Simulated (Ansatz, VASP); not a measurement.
# I in VASP and in Ansatz

```xyz
1
Lattice="-2.0022 2.0022 2.0022 2.0022 -2.0022 2.0022 2.0022 2.0022 -2.0022" Properties=species:S:1:pos:R:3 pbc="T T T"
I     0.0000    0.0000    0.0000
```

The real solid is made of molecules; this cell is a model form.

Alike in both runs: task single point; functional r2SCAN; k mesh 8 × 8 × 8; occupations fermi-dirac, width 0.01 eV; no spin polarisation.

|  | VASP | Ansatz |
| --- | --- | --- |
| version | VASP 6.6.1 | Ansatz 0.2.0 |
| potentials or method | VASP PAW PBE potentials, release 64 (I) | plane waves, PAW |
| plane-wave cutoff (eV) | 520 | 750 |
| valence electrons in the cell | 7 | 17 |

```tsv
	VASP	Ansatz	Ansatz less VASP
pressure (GPa)	4.3	4.3	+0.05
```

With one functional, cell and mesh, what is left measures potentials, basis and numerics. The two sets of potentials don't hold the same shells in valence.

Caveats: the PAW data sets were made with another functional, which shifts forces and pressure a little (VASP); an odd number of electrons without spin polarisation forces a metal; a magnetic or distorted state may lie lower. The runs have no spin-orbit coupling, so splittings on I are missing.
